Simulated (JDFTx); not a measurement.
# ZnS: equation of state with PBE

**Experimental background.**

From “Electronic, vibrational, and thermodynamic properties of ZnS (zincblende and rocksalt structure)”, 2009, arxiv:0911.5022, for a bulk crystal of ZnS: bulk modulus 76.9 GPa.

ZnS:

```
Zn S
1.0
     0.00000    2.70200    2.70200
     2.70200    0.00000    2.70200
     2.70200    2.70200    0.00000
Zn S
1 1
Direct
  0.75000 0.75000 0.75000
  0.00000 0.00000 0.00000
```

| Property | Result |
| --- | --- |
| Program | JDFTx 1.7.0 (patched build) |
| Task | equation of state |
| Functional | PBE |
| Potentials or basis | PseudoDojo-SR-PBE-0.5-standard with smoothed tails |
| Cutoff | 1143 eV |
| Density cutoff | 9143 eV |
| k mesh | 9 × 9 × 9 |
| Occupations | fermi-dirac, width 0.05 eV |
| Spin | no spin polarisation |

| Item | Value |
| --- | --- |
| Equilibrium volume | 20.16 Å³/atom |
| Bulk modulus | 70 GPa |
| Pressure derivative of the bulk modulus | 4.4 |

Energy against volume, from the lowest point:
```tsv
volume (Å³/atom)	energy (meV/atom)
18.543	32.68
18.938	17.96
19.332	7.92
19.727	2.07
20.121	0.00
20.516	1.32
20.910	5.68
```

Against the measured bulk modulus of ZnS, 76.9 GPa (quoted in “Electronic, vibrational, and thermodynamic properties of ZnS (zincblende and rocksalt structure)”, 2009, arxiv:0911.5022), the calculated 70 GPa is off by -9.5 %. The fit is for a static lattice scaled at fixed shape and fixed fractional positions.

PBE usually gives volumes a little too large and moduli too small.
